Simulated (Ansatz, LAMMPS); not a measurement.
# Site preference of N in place of O in amorphous TiO2 at 3.05 g/cm^3 (84 atoms), part 2 of 5

Aim: make N in place of O at several sites of amorphous TiO2 at 3.05 g/cm^3 (84 atoms), relax each, and compare their energies.

Ansatz 0.2.0; Kohn-Sham DFT, PBE, PAW (set soft_2), plane waves.

The cell: 28 Ti and 56 O. The quench rate of 50 K/ps is orders of magnitude faster than experiment. The network of bonds at the start is that of the classical potential that made the cell. The Brillouin zone is sampled at Γ only, in a cell whose shortest periodic width is 11 Å.

So far. Step 2 (Single point at the start): The r.m.s. force at the start is 0.66 eV/Å. Step 3 (Relaxation): The relaxation converged after 16 steps, 4.34 eV below its start, with a largest force component of 0.036 eV/Å.

## (4) Single point at the relaxed geometry

One more single point at the end of the walk gives the fuller output and checks the residual forces.

File input.yaml:

```yaml
crystal:
  lattice:
    - [10.6745, 0.0, 0.0]
    - [0.0, 10.6745, 0.0]
    - [0.0, 0.0, 10.6745]
  atoms:
    - { symbol: Ti, position: [0.20628, 0.86509, 0.90839] }
    - { symbol: Ti, position: [0.1502, 0.67078, 0.67202] }
    - { symbol: Ti, position: [0.04658, 0.00957, 0.17587] }
    - { symbol: Ti, position: [0.86825, 0.14924, 0.51078] }
    - { symbol: Ti, position: [0.61324, 0.51307, 0.86649] }
    - { symbol: Ti, position: [0.01482, 0.62126, 0.22704] }
    [... 72 atom lines left out ...]
    - { symbol: O, position: [0.30572, 0.61448, 0.04059] }
    - { symbol: O, position: [0.72229, 0.79091, 0.042] }
    - { symbol: O, position: [0.88424, 0.99859, 0.12025] }
    - { symbol: O, position: [0.45715, 0.4476, 0.8871] }
    - { symbol: O, position: [0.80354, 0.06521, 0.66563] }
    - { symbol: O, position: [0.79497, 0.09382, 0.37255] }
kpoints:
  mp_grid: { grid: [1, 1, 1] }
hamiltonian:
  xc: pbe
scf:
  occupations: { method: fermi_dirac, width: 0.025 }
output:
  forces: true
  stress: true
  populations: true
  dos:
    method: { smearing: { sigma: 0.08 } }
    de: 0.1
    projected: { site_lists: { O: [O], Ti: [Ti] } }
  eigenvalues: true
  write_density: true
  write_potential: true
  volumetric_format: npy
```

Run with:

```sh
$ ansatz run input.yaml --threads 4 --pin off --max-ram 8192MiB --backend cpu --events-out ev --progress --plain --runs-dir out
```

Numbers of over 12 decimals in the logs are rounded to 6 here.

What it wrote:

```text
[...]
Crystal: 84 atoms, lattice volume = 1216.305 Å³
Basis set: ecut = 420 eV, 23847 PW (Γ), exchange–correlation on 144×144×144 points (8 copies of the dense FFT grid, shifted against one another)
Bands: 420, of which v1, the nominal top of the filled ones, is band 336 counted from 1 (335 counted from 0)
Symmetry: 1 space group operations
[...]
k-points: 1
[...]
SCF iter   1: F=—  HF=-101875.796143 eV  |F-HF|=—  |Δ(HF+E_count)|=         —  Δρ=4.20e-3  dr2=1.92e-1  ethr=1.77e-3  ⟨swp⟩=5.0  Hψ=1553  notcnv=0  defer=36
[...]
SCF iter  12: F=-101875.791069 eV  HF=-101875.791069 eV  |F-HF|=6.59e-9  |Δ(HF+E_count)|=   9.69e-8  Δρ=2.22e-6  dr2=7.78e-8  ethr=1.49e-11  ⟨swp⟩=15.0  Hψ=2862  notcnv=0
SCF 1 converged in 12 iterations: F = -101875.791069 eV  dr2 = 7.78e-8
[...]
SCF converged after 12 iterations
Free energy (F): -101875.791069 eV
[...]
Internal energy: -101875.791069 eV  (E = F + TS)
E sigma→0 (E₀):  -101875.791069 eV
Fermi energy:    5.643604 eV
[...]
--- Forces (eV/Å), atoms counted from 1 ---
  atom   1  Ti     0.00774736     0.00202569    -0.00207482
  atom   2  Ti    -0.00090165     0.00850681     0.01010461
  atom   3  Ti    -0.00384360    -0.00843526    -0.00467388
  atom   4  Ti    -0.01429578    -0.01111698     0.01329767
  atom   5  Ti     0.00901907     0.00988181    -0.00256417
  atom   6  Ti    -0.00654271     0.00581546    -0.01272267
  atom   7  Ti     0.00811283    -0.00748184     0.00309073
  atom   8  Ti    -0.00219935    -0.00376214    -0.00422961
  atom   9  Ti    -0.00258971    -0.00829316    -0.00340854
  atom  10  Ti    -0.01339318     0.00181865     0.00041215
  atom  11  Ti     0.00371518    -0.01202890    -0.01127318
  atom  12  Ti     0.00689326    -0.02146370    -0.01089255
  atom  13  Ti    -0.01056591    -0.00086361     0.00234022
  atom  14  Ti     0.00525632     0.01297785    -0.01649790
[...]
atom  83  O      0.00233911     0.01654701    -0.01778277
  atom  84  O     -0.00144937    -0.00708372    -0.00963291
  max |Σ_I F_I| component: 7.80e-5 eV/Å
--- Stress (GPa, compression-positive) ---
       -0.441850      -0.531656       0.212950
       -0.531656       0.175639      -0.746183
        0.212950      -0.746183      -0.997266
  P = ⅓ Tr σ = -0.4212 GPa (-4.212 kbar)
--- Band table (eV) ---
[...]
--- Löwdin populations: 84 sites ---
  site symbol       q [e]
     0     Ti     10.6531
     1     Ti     10.6532
     2     Ti     10.6461
[...]
83      O      6.5560
  spilling = 0.003514 (of n_electrons = 672.000000)
```

The job ended after 53 s (4 threads of Intel Xeon at 2.50GHz (Skylake/Cascade Lake), shared host; peak memory 1.7 GiB).

Read from the output:

```
free energy                                      : -101875.7911 eV
free energy per atom                             : -1212.8070 eV/atom
SCF cycles                                       : 12
pressure                                         : -0.4212 GPa
r.m.s. force component                           : 0.00792 eV/Å
longest force                                    : 0.03795 eV/Å
Fermi energy                                     : 5.644 eV
gap (highest filled to lowest empty level) : 2.915 eV
spilling of the projection                       : 0.003514
```

Löwdin charges by element and coordination (they lack the spilled electrons, 0.028 e an atom on average):

```
element  coordination  atoms  mean charge (e)  spread   least    most
      O           all     56           -0.627  0.0435  -0.744  -0.556
      O             2     39           -0.607  0.0282  -0.676  -0.556
      O             3     16           -0.669  0.0326  -0.710  -0.600
      O             4      1           -0.744       0  -0.744  -0.744
     Ti           all     28             1.34  0.0168    1.31    1.37
     Ti             4     13             1.34  0.0129    1.31    1.37
     Ti             5     12             1.33  0.0193    1.31    1.37
     Ti             6      3             1.34  0.0161    1.32    1.36
```

Density of states as counts of states in windows of 0.5 eV (from the Fermi level), total and the larger projections:

```
from (eV)  to (eV)  total   O p  Ti d
      -10       -6    0.0   0.0   0.0
       -6     -5.5    4.9   3.4   1.1
     -5.5       -5   23.4  16.3   5.8
       -5     -4.5   57.1  39.4  15.2
     -4.5       -4   58.9  42.9  13.5
       -4     -3.5   36.1  28.3   6.7
     -3.5       -3   35.8  29.2   5.5
       -3     -2.5   42.8  36.6   5.1
     -2.5       -2   41.2  37.2   3.2
       -2     -1.5   31.7  29.6   1.6
     -1.5       -1    4.1   3.8   0.2
       -1        1    0.0   0.0   0.0
        1      1.5    3.0   0.2   2.8
      1.5        2   26.9   1.9  24.2
        2      2.5   38.9   4.3  32.9
      2.5        3   38.3   6.0  30.0
```

The curve was stored every 0.100 eV, coarse against its broadening of 0.08 eV, so these counts are rough.

Between -26 and -10 eV lie 112 more states.

The stored curve holds about 448 of the 672 electrons; the rest, give or take the few that broadening carries across the Fermi level, lie in deeper levels below its range.

The levels nearest the highest filled one (over half full), pooled over k-points and spins:

```
level less the highest filled one (eV)  occupation
                                -0.214           2
                                -0.188           2
                                -0.130           2
                               -0.0533           2
                               -0.0378           2
                                     0           2
                                  2.92           0
                                  2.93           0
                                  3.00           0
                                  3.08           0
                                  3.14           0
                                  3.18           0
```

Electrostatic potential energy in the ab plane at fractional z = 0.192, with atoms of Ti and O within 0.2 Å of it. With pseudopotentials it is smooth inside the atoms' cores, unlike the true potential.

Ten even steps from '_' (-34 eV) to '@' (11 eV), each cell a mean:
```
..__..--##@@@@@@@@@@%%##++----****--..==**--::--**%%%%%%%%++
**++++##%%@@@@@@@@@@@@%%**==++##%%%%%%##==..____--##@@@@@@%%
%%%%%%@@@@@@@@@@@@@@@@%%****##%%@@@@@@##==..__..==##@@@@@@@@
@@@@@@@@@@@@@@@@@@@@%%::__..##@@@@@@@@%%##==--==**%%@@@@@@@@
@@@@@@@@@@@@@@@@@@@@##..____**@@@@@@@@@@@@%%%%%%%%@@@@@@@@@@
@@@@@@@@@@@@@@@@%%####==--++@@@@@@@@@@@@@@@@@@@@@@@@@@@@@@@@
####%%@@@@%%@@%%**--::--++%%@@@@@@@@@@@@@@@@@@@@@@@@@@@@%%%%
::--**%%**==**##==______::**%%@@@@@@@@@@@@@@@@@@@@@@@@%%##==
____--##**==**##==______::**%%@@@@@@@@@@@@@@@@@@@@@@@@%%++..
__..--##%%%%@@%%**==::--++++----##@@@@@@@@%%%%%%@@@@@@%%++::
====**%%@@@@@@@@%%########::____--##****##%%##%%@@@@@@%%##++
##%%%%@@@@@@@@@@@@@@@@@@@@++....==--....--##%%@@@@@@@@@@@@%%
--++%%@@@@@@@@@@@@@@@@@@@@@@%%##++..____..++%%@@@@@@@@@@@@**
==++@@@@@@@@@@@@@@@@@@@@@@@@@@%%**::____..++%%@@@@@@@@@@@@##
%%@@@@@@@@@@@@@@@@@@@@@@@@@@@@@@%%++----++##%%@@@@@@@@@@@@@@
@@@@@@@@@@@@@@@@@@@@@@@@@@@@@@##**##%%##%%%%%%%%@@@@@@@@@@@@
@@@@@@@@@@@@@@@@@@@@@@%%%%@@##..__::##@@@@##::__--%%@@@@@@@@
@@@@@@@@@@@@@@@@@@@@%%######**____..##@@@@**______##@@@@@@@@
@@##==++@@@@@@@@@@@@%%****####++++##@@@@@@%%==--++@@@@@@@@@@
@@--__..##@@@@@@@@@@%%##**##%%@@@@@@@@@@@@@@@@@@@@@@@@@@@@@@
%%++::--%%@@@@@@@@**--++##%%%%@@@@@@@@@@@@@@@@@@@@@@@@@@@@@@
**++++##%%@@@@@@##..____**%%%%@@@@@@%%@@@@@@@@@@@@@@@@@@@@%%
::....==##@@@@@@%%::__..**####%%##--::++@@@@@@@@@@@@@@@@%%++
______::**%%@@@@@@%%####**++++##==____..########%%@@%%%%##==
```
Columns run along a (10.7 Å; values clipped at the 3rd and 97th percentile), rows up along b (10.7 Å). Atoms in or near the plane, at fractional coordinates: Ti at (0.05, 0.01), Ti at (0.63, 0.46), Ti at (0.35, 0.66), O at (0.41, 0.82), O at (0.34, 0.08), O at (0.60, 0.01), O at (0.49, 0.55), O at (0.77, 0.27), O at (0.54, 0.28).

Valence density in the ab plane at fractional z = 0.192, with atoms of Ti and O within 0.2 Å of it. It is the smooth field of the valence electrons, not physical close to the nuclei.

Ten even steps from '0' (0.0 e/Å³) to '9' (8.9 e/Å³), each cell a mean:
```
364100000000011012320121000000
000000000000000000001575100000
000000000000110000001464100000
000000000003531000000111000000
000000000014751000000000000000
000000000001210000000000000000
000000000132100000000000000000
210012101597200000000000000001
751012101597200000000000000003
541000000121012210000000000002
110000000000036620000010000000
000000000000014421331000000000
210000000000000014994000000001
210000000000000003773000000001
000000000000000000110000000000
000000000000000010000000000000
000000000000001453000134200000
000000000000001563000157410000
012100000000000121000023100000
025410000000000000000000000000
013200000121000000000000000000
011000000474100000000000000000
354100000353100012310000000000
698200000011000025740000000001
```
Columns run along a (10.7 Å), rows up along b (10.7 Å). Atoms in or near the plane, at fractional coordinates: Ti at (0.05, 0.01), Ti at (0.63, 0.46), Ti at (0.35, 0.66), O at (0.41, 0.82), O at (0.34, 0.08), O at (0.60, 0.01), O at (0.49, 0.55), O at (0.77, 0.27), O at (0.54, 0.28).

Between filled and empty levels lie 2.92 eV (at Γ alone); a semilocal functional tends to put such gaps too low. In a disordered cell it changes from sample to sample, and tail or defect levels can set it. Mean Löwdin charges: O -0.63, Ti +1.34 e (they miss 0.35 % of the electrons, so they add up to more than the cell's charge). The largest share in the top eV of filled states is O p (93 % of the projected weight), and in the lowest eV of empty states Ti d (88 % of the projected weight).

## (5) N on a site of O, site O74

The site has 2 bonded neighbours (Ti2) at 1.83 Å on average, by cutoffs that count no bonds between two metal atoms or like ions. The change is made in the relaxed cell and the atoms are relaxed again, with spin allowed.

File input.yaml:

```yaml
crystal:
  lattice:
    - [10.6745, 0.0, 0.0]
    - [0.0, 10.6745, 0.0]
    - [0.0, 0.0, 10.6745]
  atoms:
    [... atom lines 1 to 70 left out ...]
    - { symbol: O, position: [0.80045, 0.59088, 0.8553] }
    - { symbol: O, position: [0.14147, 0.93259, 0.05326] }
    - { symbol: O, position: [0.16327, 0.44123, 0.8624] }
    - { symbol: "N", position: [0.60285, 0.6872, 0.47015], spin: 0.6 }
    - { symbol: O, position: [0.71039, 0.19113, 0.91854] }
    - { symbol: O, position: [0.68753, 0.44003, 0.02216] }
    - { symbol: O, position: [0.53648, 0.27791, 0.18403] }
    [... atom lines 78 to 84 left out ...]
magnetization:
  spin_polarized: true
kpoints:
  mp_grid: { grid: [1, 1, 1] }
hamiltonian:
  xc: pbe
scf:
  occupations: { method: fermi_dirac, width: 0.025 }
  lower_state_search: "off"
output:
  forces: true
  eigenvalues: true
relax:
  f_tol: 0.05
  max_steps: 90
```

What it wrote:

```text
[...]
Crystal: 84 atoms, lattice volume = 1216.305 Å³
Basis set: ecut = 420 eV, 23847 PW (Γ), exchange–correlation on 144×144×144 points (8 copies of the dense FFT grid, shifted against one another)
Bands: 421, of which v1, the nominal top of the filled ones, is band 336 counted from 1 (335 counted from 0)
Symmetry: 1 space group operations
[...]
k-points: 1
[...]
Starting moments: Σ|m| = 1.8 μB on 3 of 84 sites
[...]
SCF iter   1: F=—  HF=-101706.761585 eV  |F-HF|=—  |Δ(HF+E_count)|=         —  Δρ=3.49e-2 (↑2.94e-2 ↓3.49e-2)  dr2=8.20e1  dr2_m=5.51e-1  M=0.018 μB ∫|m|=0.506 μB  β_m=0.30  ethr=3.10e-3  ⟨swp⟩=4.0  Hψ=2989  notcnv=0  defer=100
[...]
spin=Collinear: Resta preconditioning applied to the charge; magnetization (m = ρ↑ − ρ↓) channel mixes plain (no charge-response kernel on spin).
SCF iter   2: F=—  HF=-101695.631328 eV  |F-HF|=—  |Δ(HF+E_count)|=    1.11e1  Δρ=2.21e-2 (↑2.02e-2 ↓2.21e-2)  dr2=3.22e1  dr2_m=2.76e-1  M=0.482 μB ∫|m|=0.632 μB  β_m=0.30  ethr=3.10e-3  ⟨swp⟩=2.0  Hψ=1320  notcnv=0  defer=158
[...]
spin=Collinear: Kerker preconditioning applied to the charge; magnetization (m = ρ↑ − ρ↓) channel mixes plain (no charge-response kernel on spin).
SCF iter   3: F=—  HF=-101690.452826 eV  |F-HF|=—  |Δ(HF+E_count)|=    5.18e0  Δρ=1.42e-2 (↑1.23e-2 ↓1.42e-2)  dr2=1.01e1  dr2_m=1.84e-1  M=1.000 μB ∫|m|=1.045 μB  β_m=0.30  ethr=3.10e-3  ⟨swp⟩=2.0  Hψ=1320  notcnv=0  defer=158
SCF iter   4: F=—  HF=-101689.380483 eV  |F-HF|=—  |Δ(HF+E_count)|=    1.07e0  Δρ=8.56e-3 (↑8.10e-3 ↓8.56e-3)  dr2=4.21e0  dr2_m=1.36e-1  M=1.000 μB ∫|m|=1.037 μB  β_m=0.30  ethr=1.51e-3  ⟨swp⟩=2.0  Hψ=1320  notcnv=0  defer=158
[...]
SCF iter   8: F=—  HF=-101689.328164 eV  |F-HF|=—  |Δ(HF+E_count)|=   8.97e-2  Δρ=1.86e-3 (↑1.86e-3 ↓1.86e-3)  dr2=9.35e-2  dr2_m=2.79e-2  M=1.000 μB ∫|m|=1.070 μB  β_m=0.30  ethr=2.98e-5  ⟨swp⟩=2.0  Hψ=1518  notcnv=0  defer=158
[...]
spin-set hold released at iteration 8 (site moments contracting): the magnetisation degrees of freedom join the quasi-Newton model from the next iteration; the mixer history was flushed
SCF iter   9: F=—  HF=-101689.347726 eV  |F-HF|=—  |Δ(HF+E_count)|=   1.96e-2  Δρ=1.62e-3 (↑1.40e-3 ↓1.62e-3)  dr2=7.52e-2  dr2_m=1.91e-2  M=1.000 μB ∫|m|=1.086 μB  β_m=0.61  ethr=1.39e-5  ⟨swp⟩=2.0  Hψ=1022  notcnv=0  defer=158
[...]
SCF iter  11: F=—  HF=-101689.398566 eV  |F-HF|=—  |Δ(HF+E_count)|=   5.25e-3  Δρ=4.50e-4 (↑3.70e-4 ↓4.50e-4)  dr2=1.18e-2  dr2_m=4.89e-4  M=1.000 μB ∫|m|=1.156 μB  β_m=0.66  ethr=4.49e-6  ⟨swp⟩=2.0  Hψ=1248  notcnv=0  defer=158
[...]
SCF iter  18: F=-101689.400087 eV  HF=-101689.400106 eV  |F-HF|=1.89e-5  |Δ(HF+E_count)|=   6.89e-6  Δρ=3.25e-5 (↑2.10e-5 ↓3.25e-5)  dr2=2.58e-5  dr2_m=2.12e-6  M=1.000 μB ∫|m|=1.149 μB  β_m=0.80  ethr=5.72e-9  ⟨swp⟩=2.0  Hψ=2624  notcnv=0
SCF iter  19: F=-101689.400101 eV  HF=-101689.400108 eV  |F-HF|=6.67e-6  |Δ(HF+E_count)|=   1.73e-6  Δρ=1.85e-5 (↑1.16e-5 ↓1.85e-5)  dr2=9.51e-6  dr2_m=7.37e-7  M=1.000 μB ∫|m|=1.149 μB  ethr=3.85e-9  ⟨swp⟩=2.0  Hψ=2624  notcnv=0
SCF 1 converged in 19 iterations: F = -101689.400101 eV  dr2 = 9.51e-6
[...]
relax step   1: F+E_penalty+E_count = -101689.40010102 eV  Δ(F+E_penalty+E_count) = +0.000e0 eV  max|allowed force component| = 1.965e0 eV/Å  Δτ_max = 0.0000 Å  (19 SCF iters, dr2 threshold 6.25e-5 eV, accepted)
[... from here on, the SCF cycles and remarks between the steps are left out ...]
relax step   2: F+E_penalty+E_count = -101689.54733771 eV  Δ(F+E_penalty+E_count) = -1.472e-1 eV  max|allowed force component| = 9.537e-1 eV/Å  Δτ_max = 0.0617 Å  (10 SCF iters, dr2 threshold 1.00e-4 eV, accepted)
relax step   3: F+E_penalty+E_count = -101689.60711531 eV  Δ(F+E_penalty+E_count) = -5.978e-2 eV  max|allowed force component| = 3.076e-1 eV/Å  Δτ_max = 0.1039 Å  (9 SCF iters, dr2 threshold 5.68e-5 eV, accepted)
relax step   4: F+E_penalty+E_count = -101689.62237667 eV  Δ(F+E_penalty+E_count) = -1.526e-2 eV  max|allowed force component| = 1.565e-1 eV/Å  Δτ_max = 0.0189 Å  (6 SCF iters, dr2 threshold 9.85e-6 eV, accepted)
relax step   5: F+E_penalty+E_count = -101689.55632048 eV  Δ(F+E_penalty+E_count) = +6.606e-2 eV  max|allowed force component| = 4.346e-1 eV/Å  Δτ_max = 0.1994 Å  (12 SCF iters, dr2 threshold 2.55e-6 eV, rejected (line search))
relax step   6: F+E_penalty+E_count = -101689.64214387 eV  Δ(F+E_penalty+E_count) = -1.977e-2 eV  max|allowed force component| = 7.102e-2 eV/Å  Δτ_max = 0.0707 Å  (13 SCF iters, accepted)
relax step   7: F+E_penalty+E_count = -101689.64526008 eV  Δ(F+E_penalty+E_count) = -3.116e-3 eV  max|allowed force component| = 2.632e-1 eV/Å  Δτ_max = 0.1000 Å  (13 SCF iters, accepted)
relax step   8: F+E_penalty+E_count = -101689.66668504 eV  Δ(F+E_penalty+E_count) = -2.142e-2 eV  max|allowed force component| = 1.374e-1 eV/Å  Δτ_max = 0.0407 Å  (7 SCF iters, dr2 threshold 1.43e-5 eV, accepted)
relax step   9: F+E_penalty+E_count = -101689.69283212 eV  Δ(F+E_penalty+E_count) = -2.615e-2 eV  max|allowed force component| = 1.308e-1 eV/Å  Δτ_max = 0.1057 Å  (10 SCF iters, dr2 threshold 5.14e-6 eV, accepted)
relax step  10: F+E_penalty+E_count = -101689.71188222 eV  Δ(F+E_penalty+E_count) = -1.905e-2 eV  max|allowed force component| = 1.876e-1 eV/Å  Δτ_max = 0.1683 Å  (10 SCF iters, dr2 threshold 4.66e-6 eV, accepted)
relax step  11: F+E_penalty+E_count = -101689.59047216 eV  Δ(F+E_penalty+E_count) = +1.214e-1 eV  max|allowed force component| = 7.399e-1 eV/Å  Δτ_max = 0.2000 Å  (9 SCF iters, dr2 threshold 3.19e-5 eV, rejected (line search))
relax step  12: F+E_penalty+E_count = -101689.74343704 eV  Δ(F+E_penalty+E_count) = -3.155e-2 eV  max|allowed force component| = 8.798e-2 eV/Å  Δτ_max = 0.0688 Å  (14 SCF iters, accepted)
relax step  13: F+E_penalty+E_count = -101689.74581089 eV  Δ(F+E_penalty+E_count) = -2.374e-3 eV  max|allowed force component| = 1.703e-1 eV/Å  Δτ_max = 0.1000 Å  (12 SCF iters, accepted)
relax step  14: F+E_penalty+E_count = -101689.75073696 eV  Δ(F+E_penalty+E_count) = -4.926e-3 eV  max|allowed force component| = 7.662e-2 eV/Å  Δτ_max = 0.0434 Å  (7 SCF iters, dr2 threshold 6.38e-6 eV, accepted)
relax step  15: F+E_penalty+E_count = -101689.75184617 eV  Δ(F+E_penalty+E_count) = -1.109e-3 eV  max|allowed force component| = 4.548e-2 eV/Å  Δτ_max = 0.0143 Å  (9 SCF iters, accepted)
SCF converged after 9 iterations
Magnetization: 1.0000 μB (336.0000 up, 335.0000 down)
Absolute magnetization: 1.1643 μB (∫|ρ↑−ρ↓|, with the PAW one-centre terms)
[...]
Per-site moments (μB) at R_I (Å): [(-4.846339874767612e-6, 0.743371), (-0.000190957, 0.761225), (-2.154024543444251e-5, 0.747558), (-2.234831471552521e-5, 0.736139), (2.4359469603234654e-5, 0.745094), [...]
Free energy (F): -101689.751846 eV
[...]
Internal energy: -101689.751846 eV  (E = F + TS)
E sigma→0 (E₀):  -101689.751846 eV
Entropy (-TS):   -0.000000 eV (-0.000 meV/atom)
Fermi energy:    5.363561 eV
[...]
Σ components = -101689.751846   (vs F -101689.751846, Δ=0.00e0)
--- Forces (eV/Å), atoms counted from 1 ---
  atom   1  Ti    -0.00339909    -0.00322737     0.00524483
  atom   2  Ti    -0.00058438     0.02470738     0.00043026
  atom   3  Ti    -0.00633163    -0.00632373    -0.02087456
  atom   4  Ti     0.00316867    -0.00206937    -0.00225530
[...]
atom  84  O      0.00219650    -0.00079640     0.01087559
  max |Σ_I F_I| component: 4.45e-5 eV/Å
--- Band table (eV) ---
[...]
--- Relaxed structure (15 steps of the walk, 13 accepted, 0 SCFs on fresh bases) ---
  F+E_penalty+E_count = -101689.75184617 eV   max|allowed force component| = 4.548e-2 eV/Å
  atoms:
    - { symbol: Ti, position: [0.210185, 0.865082, 0.904770] }
    - { symbol: Ti, position: [0.159132, 0.670303, 0.671800] }
    - { symbol: Ti, position: [0.052162, 0.00774355, 0.176399] }
    - { symbol: Ti, position: [0.869373, 0.147556, 0.515524] }
[...]
- { symbol: O, position: [0.796562, 0.091709, 0.375776] }
```

Run time: 15 min. Hardware: 4 threads; peak memory 2.8 GiB.

The relaxation converged after 15 steps, 0.352 eV below its start, with a largest force component of 0.045 eV/Å.

The surroundings of the N atom, after relaxation, nearest first, numbered as they follow in the input and with coordinates relative to it.

```
atom      x      y      z  distance (Å)  bonds  moment (μB)
 N74   0.00   0.00   0.00          0.00      2         0.55
Ti15  -1.75   0.54   0.38          1.87      5        -0.02
Ti28   1.78  -0.42  -0.73          1.97      6        -0.01
 O38  -0.81   1.93   1.56          2.61      3         0.05
 O61  -2.36  -0.99  -0.65          2.65      3         0.07
 O36   1.93   1.21  -1.64          2.81      2         0.01
 O41   1.91  -1.94   0.72          2.82      3         0.00
 O59   1.50  -1.50  -2.12          3.00      2         0.03
 O39  -2.16   2.15  -0.51          3.09      3         0.00
 O52   2.69   1.18   1.12          3.14      3         0.01
 O69  -2.40   0.10   2.13          3.21      3         0.00
```

The column of bonds counts only the pairs O-Ti within 2.64 Å, Ti-N within 2.70 Å; other neighbours, such as metal atoms beside each other in a compound, aren't counted, and periodic images can show an atom twice.

The largest move is 0.51 Å, by O38.

[end of part 2 of 5]

[Logs are printed without paths, hosts, clocks, repeated set-up lines and the standing remarks that a program may print on its own settings, such as how far it seeks lower states.]

[Hosts, paths, dates, database ids (printed as entryN), source tags and the programs' standing remarks are cut or masked in the printed files.]
